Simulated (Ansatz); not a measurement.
# Ni under changes of volume

One of the cells (10.492 Å³/atom); the others are scaled copies at fixed shape and fractional positions:

```
Ni
1.0
     0.00000    1.73757    1.73757
     1.73757    0.00000    1.73757
     1.73757    1.73757    0.00000
Ni
1
Direct
  0.00000 0.00000 0.00000
```

| Quantity | Value |
| --- | --- |
| Program | Ansatz 0.2.0 |
| Functional | LDA |
| Potentials or basis | all-electron LAPW, scalar-relativistic |
| Cutoff | 320 eV (chosen from the basis error) |
| Basis error allowed | 0.001 eV/atom |
| k mesh | 13 × 13 × 13 |
| Occupations | fermi-dirac, width 0.05 eV |
| Spin | collinear spin, ferromagnetic start |
| Starting moments | [1.0] μB |

| volume (Å³/atom) | energy over the lowest point (meV/atom) | pressure (GPa) |
| --- | --- | --- |
| 9.862 | ? | ? |
| 10.072 | 0.00 | -1.0 |
| 10.282 | 4.79 | -5.9 |
| 10.492 | 15.68 | -10.3 |
| 10.702 | 31.94 | -14.2 |
| 10.912 | 52.94 | -17.6 |
| 11.122 | 78.14 | -20.6 |

Task: What does the run at 9.862 Å³/atom give?

Result: Energy over the lowest point 2.07 meV/atom; pressure 4.6 GPa.

Worked out: A Birch-Murnaghan fit of order 3 (a polynomial in V^(-2/3)) to the other rows has its minimum at 10.03 Å³/atom, just outside them, with B0 = V·E''(V) = 258 GPa and B' = 4.9. It gives 2.10 meV/atom at 9.862 Å³/atom, against the run's 2.07, and -dE/dV = 4.5 GPa, against 4.6.

Energies are extrapolated to zero smearing.
